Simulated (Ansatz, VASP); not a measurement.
## Two plane-wave programs on CdTe

The input INCAR:

```
PREC = Accurate ; ENCUT = 520
EDIFF = 1E-6 ; ISMEAR = -1
SIGMA = 0.02 ; LREAL = F
LASPH = T ; NELM = 100
ALGO = Normal ; ISIF = 2
LWAVE = F ; LCHARG = F
GGA = PE ; NBANDS = 16
```

File KPOINTS:

```
regular mesh
0
Gamma
  6 6 6
```

POSCAR

```
CdTe
1.0
    0.0000000000      3.3137386534      3.3137386534
    3.3137386534      0.0000000000      3.3137386534
    3.3137386534      3.3137386534      0.0000000000
Cd Te
1 1
Direct
    0.0000000000      0.0000000000      0.0000000000
    0.2500000000      0.2500000000      0.2500000000
```

Input for Ansatz:

```yaml
crystal:
  lattice:
    - [0.0, 3.3137386534, 3.3137386534]
    - [3.3137386534, 0.0, 3.3137386534]
    - [3.3137386534, 3.3137386534, 0.0]
  atoms:
    - { symbol: Cd, position: [0.0, 0.0, 0.0] }
    - { symbol: Te, position: [0.25, 0.25, 0.25] }
kpoints:
  mp_grid: { grid: [6, 6, 6] }
  band_path:
    path:
      - [0.0, 0.0, 0.0]
      - [-0.5, -0.5, 0.0]
      - [-0.375, -0.375, 0.25]
      - [-0.375, 0.0, 0.375]
      - [0.0, 0.0, 0.5]
      - [-0.5, -0.25, 0.25]
    npoints: 1
hamiltonian:
  xc: pbe
scf:
  occupations: { method: fermi_dirac, width: 0.02 }
  n_extra_bands: 4
output:
  forces: true
  stress: true
  eigenvalues: true
```

Change from the starting cell: hydrostatic strain +1.0%.

Alike in both runs: task single point; functional PBE; k mesh 6 × 6 × 6; occupations fermi-dirac, width 0.02 eV; no spin polarisation.

|  | VASP | Ansatz |
| --- | --- | --- |
| version | VASP 6.6.1 | Ansatz 0.2.0 |
| potentials or method | VASP PAW PBE potentials, release 64 (Cd, Te) | plane waves, PAW |
| plane-wave cutoff (eV) | 520 | 420 |
| valence electrons in the cell | 18 | 36 |

|  | VASP | Ansatz | Ansatz less VASP |
| --- | --- | --- | --- |
| pressure (GPa) | 0.0 | -0.1 | -0.11 |

The two sets of potentials don't hold the same shells in valence.

Caveats: spin-orbit coupling is left out, which moves the levels of the heavy elements.
